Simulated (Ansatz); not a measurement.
This Ansatz 0.2.0 run on FePt (Tetraferroplatinum) needs a look.

Contents of input.yaml:

```yaml
crystal:
  lattice:
    - [2.7235, 0.0, 0.0]
    - [0.0, 2.7235, 0.0]
    - [0.0, 0.0, 3.72]
  atoms:
    - { symbol: Pt, position: [0.5, 0.5, 0.5] }
    - { symbol: Fe, position: [0.0, 0.0, 0.0], spin: 3.0 }
hamiltonian:
  xc: pbesol
  pseudopotentials: { kind: paw }
magnetization:
  spin_polarized: true
kpoints:
  mp_grid: { grid: [10, 10, 7] }
scf:
  max_iter: 100
output:
  forces: true
  stress: true
  eigenvalues: true
relax:
  f_tol: 0.01
  max_steps: 40
  cell: { stress_tol: 0.05 }
```

Potentials or basis: Ansatz PAW.

Launch:

```console
$ ansatz run input.yaml --threads 2 --pin off --max-ram 5632MiB --backend cpu --events-out ev --progress --plain --runs-dir out
```

Output:

```text
Error: YAML parse error: `scf.occupations.method` is required: fixed only where the cell keeps a band gap throughout the run, explicit beside scf.occupations.values (under evaluate: without them), else a smearing such as fermi_dirac (scf.occupations.width is optional; its entry in the input reference gives the default)
```

Question: How did it end, and where is the flaw?

Answer: The input was rejected before any iteration. The input holds a flaw that was put in on purpose: no occupation method (scf.occupations = left out).

A sound run on the same cell differs in these lines of the main input:
```diff
@@ -17 +17 @@
-  max_iter: 100
+  occupations: { method: fermi_dirac, width: 0.05 }
```
